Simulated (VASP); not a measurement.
A run of VASP 6.6.1 is set up as follows.

INCAR

```
PREC = Accurate ; ENCUT = 600
EDIFF = 1E-7 ; ISMEAR = 0
SIGMA = 0.03 ; LREAL = False
LASPH = True ; NELM = 80
ALGO = Fast ; ISIF = 2
LWAVE = False ; LCHARG = False
GGA = PS ; IBRION = 2
NSW = 40 ; EDIFFG = -0.01
```

Contents of KPOINTS:

```
Automatic mesh
0
Gamma
  12 12 12
```

The input POSCAR:

```
SiC                                     
1.0
   -0.0000000000      2.0588188442      2.0588188442
    2.0588188442     -0.0000000000      2.0588188442
    2.0588188442      2.0588188442     -0.0000000000
  Si              C             
     1     1
Direct
     0.0000000000000000    0.0000000000000000    0.0000000000000000
     0.5000000000000000    0.5000000000000000    0.5000000000000000
```

Potentials or basis: VASP PAW PBE potentials, release 64 (Si, C).

The run is started by

```console
$ cat potpaw_PBE.64/Si/POTCAR potpaw_PBE.64/C/POTCAR > POTCAR
$ mpirun -np 1 vasp_std > vasp.out
```

Predict the band gap on the k mesh.

none (metal or under the smearing width).

Final structure:
```xyz
2
Lattice="0.0000 2.0588 2.0588 2.0588 0.0000 2.0588 2.0588 2.0588 0.0000" Properties=species:S:1:pos:R:3 pbc="T T T"
Si    0.0000    0.0000    0.0000
C     2.0588    2.0588    2.0588
```

Caveat: the relaxation stopped at its first step, so nothing moved.
